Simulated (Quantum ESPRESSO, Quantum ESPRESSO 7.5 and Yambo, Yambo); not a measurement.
## Beyond one shot: BaS (Fm-3m)

How far does self-consistency move the gap of BaS (Fm-3m)?

Main program and level: Quantum ESPRESSO 7.5 and Yambo 5.3.0; PBE and many-body steps on it, plane waves.

### 1. Starting point

The structure is cubic, space group Fm-3m (No. 225). Conventional cell: a = 6.388 Å, b = 6.388 Å, c = 6.388 Å, α = 90.00°, β = 90.00°, γ = 90.00°. Nearest to Ba lie 6 S at 3.19 Å. Nearest to S lie 6 Ba at 3.19 Å. Farther neighbours and most contacts between anions are not listed.

The cell and positions come from the Crystallography Open Database and are kept as given unless a step says otherwise.

### 2. Empty states on the mesh, 4×4×4 mesh, 208 bands

This step: Quantum ESPRESSO 7.5; DFT, PBE with spin-orbit coupling, plane waves, norm-conserving pseudopotentials.

The sums over transitions need many empty states on a uniform mesh; this step solves for them.

The input, pw.in:

```
&control
  calculation = 'nscf'
  prefix = 'x'
  outdir = 'o'
  pseudo_dir = 'pseudo'
/
&system
  ibrav = 0
  nat = 2
  ntyp = 2
  ecutwfc = 40.0
  nbnd = 208
  force_symmorphic = .true.
  noncolin = .true.
  lspinorb = .true.
/
&electrons
  conv_thr = 1e-9
  electron_maxstep = 80
  diago_full_acc = .true.
  diago_thr_init = 5e-6
/
ATOMIC_SPECIES
  Ba 137.33 Ba.upf
  S 32.06 S.upf
CELL_PARAMETERS angstrom
  0.0000000000 3.1937500000 3.1937500000
  3.1937500000 0.0000000000 3.1937500000
  3.1937500000 3.1937500000 0.0000000000
ATOMIC_POSITIONS crystal
  Ba 0.0000000000 0.0000000000 0.0000000000
  S 0.5000000000 0.5000000000 0.5000000000
K_POINTS automatic
  4 4 4 0 0 0
```

The run is started by

```console
OMP_NUM_THREADS=1 mpirun -n 16 pw.x -nk 4 -in pw.in > pw.out
```

Output:

```text
Program PWSCF v.7.5 starts

     This program is part of the open-source Quantum ESPRESSO suite
     for quantum simulation of materials; please cite
         "P. Giannozzi et al., J. Phys.:Condens. Matter 21 395502 (2009);
         "P. Giannozzi et al., J. Phys.:Condens. Matter 29 465901 (2017);
         "P. Giannozzi et al., J. Chem. Phys. 152 154105 (2020);
     in publications or presentations arising from this work. More details at

     Atomic positions and unit cell read from directory:
     o/x.save/

     Message from routine setup:
[...]
k =-0.3536-0.3536 0.3536 (  1892 PWs)   bands (ev):

[...]
[... 14 further rows ...]
    71.0459  71.0459  71.0531  71.0531  71.5685  71.5685  71.6287  71.6287
    73.0015  73.0015  73.0633  73.0633  74.0350  74.0350  74.2159  74.2159

          k = 0.3536 0.0000 0.0000 (  1876 PWs)   bands (ev):

     [... further k-points ...]

     highest occupied, lowest unoccupied level (ev):     5.9427    8.0420

     XML data file, pseudopotentials, collected wavefunctions

=------------------------------------------------------------------------------=
   JOB DONE.
=------------------------------------------------------------------------------=
```

It took 9.6 s on 16 MPI ranks of Arm Neoverse V2, shared host; peak memory 1.1 GiB.

Numbers from this step:

| Quantity | Value |
| --- | --- |
| gap | 2.099 eV |
| k of the valence top | 0, 0, 0 |
| k of the conduction bottom | 0, -0.5, -0.5 |
| least direct gap | 2.189 eV |
| k points computed | 8 |
| lowest point of the top converged band, above the valence top | 65.6679 eV |

On this mesh the gap is 2.099 eV.

The density comes from a self-consistent run that is not shown, made with spin-orbit coupling and fully relativistic files.

### 3. Conversion and set-up

This step: Yambo 5.3.0; conversion and set-up on PBE with spin-orbit coupling, plane waves, norm-conserving pseudopotentials.

The states are converted to the many-body program's format and the q mesh is built.

The run is started by

```console
(cd o/x.save; p2y > p2y.log; mv SAVE ../..); yambo > setup.log
```

Output:

```text
 Yambo, version 5.3.0

 [02] CORE Variables Setup
 =========================

  [02.01] Unit cells
  ==================

  Cell kind             :  FCC
  Atoms in the cell     :  Ba  S
  number of Ba atoms    :  1
  number of S  atoms    :  1

  List of atomic masses
  Mass of Ba    :  137.3300
  Mass of S     :  32.06000

  List of atomic coordinates    : [cc]
  Ba1       :  0.000000  0.000000  0.000000  order 1
  S1       :  6.035313  6.035313  6.035313  order 2

  Alat factors          :  6.035313  6.035313  6.035313 [a.u.]
  Direct lattice volume :  439.6725 [a.u.]
[...]
==========================================

 IBZ Q-points                                      :   8
 BZ  Q-points                                      :   64

 K/Q-points units:
 rlu = crystal or reduced units; cc = cartesian coordinates; iku = interal k-units

 Q [1]          [rlu]:  0.000000  0.000000  0.000000
 Q [2]          [rlu]:  0.74313E-17  0.74313E-17  0.25000
 Q [3]          [rlu]: -0.14863E-16 -0.14863E-16 -0.50000
[...]
Q [7]          [rlu]: -0.14898E-16 -0.50000     -0.50000
 Q [8]          [rlu]:  0.250000 -0.500000 -0.250000

  [03.01] X indexes
  =================

   [03.01.01] Sigma indexes
   ========================

 [06] Game Over & Game summary
```

The job ended after 2.3 s (1 MPI rank; peak memory 0.24 GiB).

### 4. G0W0

G0W0 replaces the xc potential by the self-energy, built once from these orbitals. Only a window of levels is corrected, while the sums run over the empty bands that the input names.

This step: G0W0 on PBE with spin-orbit coupling, plane waves, norm-conserving pseudopotentials.

The input, gw1.in:

```
HF_and_locXC
gw0
dyson
ppa
em1d
rim_cut
RandQpts= 1000000
RandGvec= 1 RL
EXXRLvcs= 40 Ry
VXCRLvcs= 160 Ry
Chimod= "HARTREE"
% BndsRnXp
 1 | 208 |
%
NGsBlkXp= 9 Ry
% LongDrXp
 1 | 1 | 1 |
%
% GbndRnge
 1 | 208 |
%
DysSolver= "n"
ExtendOut
PPAPntXp= 27.21138 eV
% QPkrange
 1 | 1 | 13 | 20 |
 7 | 7 | 13 | 20 |
%
```

The run is started by

```console
OMP_NUM_THREADS=2 mpirun -n 8 yambo -F gw1.in -J gw1 -C gw1 > gw1.log
```

Output:

```text
 Yambo, version 5.3.0

 [02] CORE Variables Setup
 =========================

  [... cell, symmetries and grids as in the set-up ...]

  [02.05] Energies & Occupations
  ==============================

  [X] === General ===
  [X] Electronic Temperature                        :  0.000000  0.000000 [eV K]
  [X] Bosonic    Temperature                        :  0.000000  0.000000 [eV K]
  [X] Finite Temperature mode                       : no
  [X] El. density                                   :  0.24558E+24 [cm-3]
  [X] Fermi Level                                   :  5.942717 [eV]

  [X] === Gaps and Widths ===
  [X] Conduction Band Min                           :  2.099320 [eV]
  [X] Valence Band Max                              :  0.000000 [eV]
  [X] Filled Bands                                  :  16
  [X] Empty Bands                                   :   17  208
  [X] Direct Gap                                    :  2.188604 [eV]
  [X] Direct Gap localized at k                     :   7
  [X] Indirect Gap                                  :  2.099320 [eV]
  [X] Indirect Gap between kpts                     :   1   7
  [X] Last valence band width                       :  1.088791 [eV]
  [X] 1st conduction band width                     :  3.430299 [eV]

 [03] Transferred momenta grid and indexing
 ==========================================

 IBZ Q-points                                      :   8
 BZ  Q-points                                      :   64

 K/Q-points units:
 rlu = crystal or reduced units; cc = cartesian coordinates; iku = interal k-units

 Q [1]          [rlu]:  0.000000  0.000000  0.000000
 Q [2]          [rlu]:  0.74313E-17  0.74313E-17  0.25000
 Q [3]          [rlu]: -0.14863E-16 -0.14863E-16 -0.50000
 Q [4]          [rlu]:  0.74488E-17  0.25000      0.25000
 Q [5]          [rlu]:  0.16929E-16  0.25000      0.50000
 Q [6]          [rlu]: -0.14863E-16  0.25000     -0.25000
 Q [7]          [rlu]: -0.14898E-16 -0.50000     -0.50000
 Q [8]          [rlu]:  0.250000 -0.500000 -0.250000

 [04] Coloumb potential Random Integration (RIM)
 ===============================================

  [04.01] RIM initialization
  ==========================

  * Diagonal components only detected *

  8 x (sBL volume)        :  0.070521 [a.u.]
  sBZ random points       :  1000000
  Points outside the sBZ  :   7987327
  RL volume               :  0.564170 [a.u.]
  Integrated volume       :  0.565065 [a.u.]

  [04.02] RIM integrals
  =====================

  Gamma point sphere radius             :  0.074942 [a.u.]
  Points outside the sphere             :   799513
  [Int_sBZ(q=0) 1/q^2]*(Vol_sBZ)^(-1/3) =:  7.764325
                                 should be <:  7.795600

  Summary of Coulomb integrals for non-metallic bands |Q|[au] RIM/Bare

  Q [1] 0.100000E-4 0.995988 * Q [2] 0.225398 1.066654
  Q [4] 0.260268 1.065697 * Q [6] 0.368074 1.027401
  Q [5] 0.431605 1.020783 * Q [3] 0.450797 1.018057
  Q [7] 0.520535 1.014668 * Q [8] 0.581976 1.011636

 [05] Dipoles
 ============

  [05.01] Setup: observables and procedures
  =========================================

  [WARNING] [x,Vnl] slows the Dipoles computation. To neglect it rename the ns.kb_pp file

 [06] Dynamic Dielectric Matrix (PPA)
 ====================================

 [SLK-Inversion]  Pools        :  2
 [SLK-Inversion]  BLACS grid   :  2  2

 [WR./gw1//ndb.pp]---------------------------------------------------------------
  Brillouin Zone Q/K grids (IBZ/BZ)                :    8   64    8   64
  RL vectors                                       :  2421 [WF]
  Coulomb cutoff potential                         : none
  Electronic Temperature                           :  0.000000 [K]
  Bosonic    Temperature                           :  0.000000 [K]
  PPA    diel. fun.  energies                      : Perdew, Burke & Ernzerhof(X)+Perdew, Burke & Ernzerhof(C)
  wavefunctions                                    : Perdew, Burke & Ernzerhof(X)+Perdew, Burke & Ernzerhof(C)
  Global Gauge                                     : length
  X matrix size                                    :  229
  X band range                                     :    1  208
  X e/h energy range                               : -1.000000 -1.000000 [eV]
  X Time ordering                                  : R
  X Hxc Kernel                                     : HARTREE
  X Drude frequency                                :  0.000000  0.000000
  X poles                                          :  100.0000 [o/o]
  RL vectors in the sum                            :  2421
  [r,Vnl] included                                 : yes
  Field direction                                  :  0.577350E-5  0.577350E-5  0.577350E-5
  BZ energy Double Grid                            : no
  BZ energy DbGd points                            : 0
  BZ Q point size factor                           : -1.000000
  X Optical Averaged directions                    : none

 [07] Local Exchange-Correlation + Non-Local Fock
 ================================================

 [VXC] Plane waves :  15065
 [EXS] Plane waves :  1917

 QP @ state[ 1 ] K range:  1  1
 QP @ state[ 1 ] b range:  13  20
 QP @ state[ 2 ] K range:   7   7
 QP @ state[ 2 ] b range:  13  20

 [xc] Functional : Perdew, Burke & Ernzerhof(X)+Perdew, Burke & Ernzerhof(C)
 [xc] LIBXC used to calculate xc functional
  PP Number of Atomic Species                      :  2
  NLCC RL compoments                               :  15065
  PP Number of Atomic Species                      :  2
  NLCC RL compoments                               :  15065

 [xc] E_xc :  -6.042880 [Ha]
      E_xc :  -12.08576 [Ry]

  Local XC kind (lXC) : Perdew, Burke & Ernzerhof(X)+Perdew, Burke & Ernzerhof(C)
  Non-Local XC kind (nlXC) : Hartree-Fock

  Corrections @ K [1] :  [eV]
 <13|nlXC|13> = -15.64584 -0.45621E-17 <13|lXC|13> = -12.60527  0.55634E-09
 <14|nlXC|14> = -15.64584 -0.77438E-17 <14|lXC|14> = -12.60527  0.154745E-8
 <15|nlXC|15> = -15.64584 -0.28819E-17 <15|lXC|15> = -12.60527 -0.20874E-09
 <16|nlXC|16> = -15.64584  0.18616E-16 <16|lXC|16> = -12.60527  0.35132E-09
 <17|nlXC|17> = -4.022350  0.23922E-17 <17|lXC|17> = -7.960818 -0.66880E-09
 <18|nlXC|18> = -4.022350 -0.30206E-17 <18|lXC|18> = -7.960818 -0.89028E-09
[...]
Corrections @ K [7] :  [eV]
[...]
<18|nlXC|18> = -4.202701 -0.30329E-18 <18|lXC|18> = -7.956273 -0.41199E-09
 <19|nlXC|19> = -6.051810 -0.82051E-18 <19|lXC|19> = -10.94970  0.32592E-09
 <20|nlXC|20> = -6.051809  0.17848E-17 <20|lXC|20> = -10.94970  0.60369E-11

 [08] Dyson equation: Newton solver
 ==================================

  [08.01] G0W0 (W PPA)
  ====================

  [  GW  ] Bands range     :    1  208
  [GW/PPA] G damping       :  0.100000 [eV]

  QP @ state[ 1 ] K range:  1  1
  QP @ state[ 1 ] b range:  13  20
  QP @ state[ 2 ] K range:   7   7
  QP @ state[ 2 ] b range:  13  20

   Sc/G bands                                       :    1  208
   Sc/G damping                                     :  0.100000 ev
   Sc bands terminator                              : no
   Sx RL components                                 :  1917

   QP @ state[ 1 ] K range                          :  1  1
   QP @ state[ 1 ] b range                          :  13  20
   QP @ state[ 2 ] K range                          :   7   7
   QP @ state[ 2 ] b range                          :  13  20
   GF energies kind                                 : Perdew, Burke & Ernzerhof(X)+Perdew, Burke & Ernzerhof(C)
   GF WF`s kind                                     : Perdew, Burke & Ernzerhof(X)+Perdew, Burke & Ernzerhof(C)
   Xs energies kind                                 : Perdew, Burke & Ernzerhof(X)+Perdew, Burke & Ernzerhof(C)
   Xs WF`s kind                                     : Perdew, Burke & Ernzerhof(X)+Perdew, Burke & Ernzerhof(C)

 [11] Game Over & Game summary
```

Elapsed: 64 s, on 8 MPI ranks; peak memory 3.8 GiB.

This step gave:

- G0W0 gap on the points computed: 3.428 eV
- starting gap on the mesh: 2.099 eV
- k of the valence top: 0, 0, 0
- k of the conduction bottom: 0, -0.5, -0.5
- least direct G0W0 gap on the computed points: 3.532 eV
- Z at the valence top: 0.7916
- Z at the conduction bottom: 0.8339

The gap on the mesh goes from 2.10 eV to 3.43 eV, a correction of +1.33 eV.

### 5. evGW0, cycle 1

This step: evGW0 on PBE with spin-orbit coupling, plane waves, norm-conserving pseudopotentials.

gw3.in, as its differences from gw1.in of step 4:

```diff
@@ -25,4 +25,4 @@
 % QPkrange
- 1 | 1 | 13 | 20 |
- 7 | 7 | 13 | 20 |
+ 1 | 8 | 5 | 24 |
 %
+GfnQPdb= "E < ./gw2/ndb.QP"
```

The run is started by

```console
OMP_NUM_THREADS=2 mpirun -n 8 yambo -F gw3.in -J gw3,gw1_W -C gw3 > gw3.log
```

Output:

```text
 Yambo, version 5.3.0

 [02] CORE Variables Setup
 =========================

  [... cell, symmetries and grids as in the set-up ...]

  [02.05] Energies & Occupations
  ==============================

  [X] === General ===
  [X] Electronic Temperature                        :  0.000000  0.000000 [eV K]
  [X] Bosonic    Temperature                        :  0.000000  0.000000 [eV K]
  [X] Finite Temperature mode                       : no
  [X] El. density                                   :  0.24558E+24 [cm-3]
  [X] Fermi Level                                   :  5.942717 [eV]

  [X] === Gaps and Widths ===
  [X] Conduction Band Min                           :  2.099320 [eV]
  [X] Valence Band Max                              :  0.000000 [eV]
  [X] Filled Bands                                  :  16
  [X] Empty Bands                                   :   17  208
  [X] Direct Gap                                    :  2.188604 [eV]
  [X] Direct Gap localized at k                     :   7
  [X] Indirect Gap                                  :  2.099320 [eV]
  [X] Indirect Gap between kpts                     :   1   7
  [X] Last valence band width                       :  1.088791 [eV]
  [X] 1st conduction band width                     :  3.430299 [eV]

 [03] Transferred momenta grid and indexing
 ==========================================

 IBZ Q-points                                      :   8
 BZ  Q-points                                      :   64

 K/Q-points units:
 rlu = crystal or reduced units; cc = cartesian coordinates; iku = interal k-units

 Q [1]          [rlu]:  0.000000  0.000000  0.000000
 Q [2]          [rlu]:  0.74313E-17  0.74313E-17  0.25000
 Q [3]          [rlu]: -0.14863E-16 -0.14863E-16 -0.50000
[...]
[G+QP] Indirect Gap                               :  3.427798 [eV]
  [G+QP] Indirect Gap between kpts                  :   1   7
  [G+QP] Last valence band width                    :  1.171685 [eV]
  [G+QP] 1st conduction band width                  :  3.717562 [eV]

  [coarse-grid] Minimum Bare Gap        [ev]:  2.099320
  [coarse-grid] Minimum Gap Correction  [ev]:  1.328477

  Eqp @ K [1]
  -26.09069 -26.09069 -12.60536 -12.60536 -10.79747 -10.79758 -10.79707 -10.79794
   -9.81444     -9.81444    -0.155689    -0.155686    -0.374442E-4   0.00000    -0.130057E-4 -0.645935E-4
   4.830516  4.830516  5.416507  5.416561  5.416485  5.416539  5.461829  5.461827
[...]
Eqp @ K [2]
[...]
Eqp @ K [3]
[...]
Eqp @ K [4]
[...]
Eqp @ K [5]
[...]
[... 2 further k-points ...]
  Eqp @ K [8]
[...]
5.723821  5.723818  5.747673  5.747678  8.133848  8.133851  8.673436  8.673446
    9.41142   9.41142  11.63526  11.63526  12.60912  12.60912  12.82304  12.82304

 [07] Dipoles
 ============

  [07.01] Setup: observables and procedures
  =========================================

 [08] Dynamic Dielectric Matrix (PPA)
 ====================================

   Sc/G bands                                       :    1  208
   Sc/G damping                                     :  0.100000 ev
   Sc bands terminator                              : no
   Sx RL components                                 :  1917

   QP @ state[ 1 ] K range                          :   1   8
   QP @ state[ 1 ] b range                          :   5  24
   GF energies kind                                 : Perdew, Burke & Ernzerhof(X)+Perdew, Burke & Ernzerhof(C)+ E < ./gw2/ndb.QP + @E Fit
   GF WF`s kind                                     : Perdew, Burke & Ernzerhof(X)+Perdew, Burke & Ernzerhof(C)
   Xs energies kind                                 : Perdew, Burke & Ernzerhof(X)+Perdew, Burke & Ernzerhof(C)
   Xs WF`s kind                                     : Perdew, Burke & Ernzerhof(X)+Perdew, Burke & Ernzerhof(C)

 [13] Game Over & Game summary
```

Elapsed: 5.6 min, on 8 MPI ranks; peak memory 4 GiB; 72 min of CPU time.

Numbers from this step:

| Quantity | Value |
| --- | --- |
| quasiparticle gap on the mesh | 3.553 eV |
| gap of the density functional on the mesh | 2.099 eV |
| k of the valence top | 0, 0, 0 |
| k of the conduction bottom | 0, -0.5, -0.5 |
| least direct quasiparticle gap on the computed points | 3.661 eV |
| Z at the valence top | 0.7970 |
| Z at the conduction bottom | 0.8500 |

Against G0W0 in Yambo (4×4×4 mesh, 208 bands, screening to 122.5 eV, Godby-Needs plasmon pole), the gap moves by +0.125 eV.

The program's own table gives 3.752 eV, which is too large where the input levels are shifted: this version takes Σc at the unshifted level E₀, yet steps from the shifted one. The value above is the Newton step from E₀, E₀ + Z(Σc + Σx − Vxc), rebuilt from the printed columns.

### 6. evGW0, cycle 2

The corrected levels of the last cycle go back in.

gw4.in, as its differences from gw3.in of step 5:

```diff
@@ -27,2 +27,2 @@
 %
-GfnQPdb= "E < ./gw2/ndb.QP"
+GfnQPdb= "E < ./gw3_fix/ndb.QP"
```

The run is started by

```console
OMP_NUM_THREADS=2 mpirun -n 8 yambo -F gw4.in -J gw4,gw1_W -C gw4 > gw4.log
```

Output:

```text
 Yambo, version 5.3.0

 [02] CORE Variables Setup
 =========================

  [... cell, symmetries and grids as in the set-up ...]

  [02.05] Energies & Occupations
  ==============================

  [X] === General ===
  [X] Electronic Temperature                        :  0.000000  0.000000 [eV K]
  [X] Bosonic    Temperature                        :  0.000000  0.000000 [eV K]
  [X] Finite Temperature mode                       : no
  [X] El. density                                   :  0.24558E+24 [cm-3]
[...]
Sx RL components                                 :  1917

   QP @ state[ 1 ] K range                          :   1   8
   QP @ state[ 1 ] b range                          :   5  24
   GF energies kind                                 : Perdew, Burke & Ernzerhof(X)+Perdew, Burke & Ernzerhof(C)+ E < ./gw2/ndb.QP + @E Fit+ E < ./gw3_fix/
   GF WF`s kind                                     : Perdew, Burke & Ernzerhof(X)+Perdew, Burke & Ernzerhof(C)
   Xs energies kind                                 : Perdew, Burke & Ernzerhof(X)+Perdew, Burke & Ernzerhof(C)
   Xs WF`s kind                                     : Perdew, Burke & Ernzerhof(X)+Perdew, Burke & Ernzerhof(C)

 [13] Game Over & Game summary
```

Wall time 5.3 min (8 MPI ranks); peak memory 4 GiB; 70 min of CPU time.

This step gave:

```
quasiparticle gap on the mesh                         : 3.566 eV
gap of the density functional on the mesh             : 2.099 eV
k of the valence top                                  : 0, 0, 0
k of the conduction bottom                            : 0, -0.5, -0.5
least direct quasiparticle gap on the computed points : 3.675 eV
```

Against the cycle before, the gap moves by +0.013 eV.

The program's own table gives 3.781 eV, which is too large where the input levels are shifted: this version takes Σc at the unshifted level E₀, yet steps from the shifted one. The value above is the Newton step from E₀, E₀ + Z(Σc + Σx − Vxc), rebuilt from the printed columns.

(Part 1 of 2 ends here.)

[Paths, hosts, dates, memory and timing lines, banners, echoed tables and standing remarks are left out of the program output.]

[Logs are printed without paths, hosts, clocks, repeated set-up lines and the standing remarks that a program may print on its own settings, such as how far it seeks lower states.]

[Runs of the session that timed out or met a known fault of the program may be left out.]

[Hosts, paths, dates, database ids (printed as entryN), source tags and the programs' standing remarks are cut or masked in the printed files.]
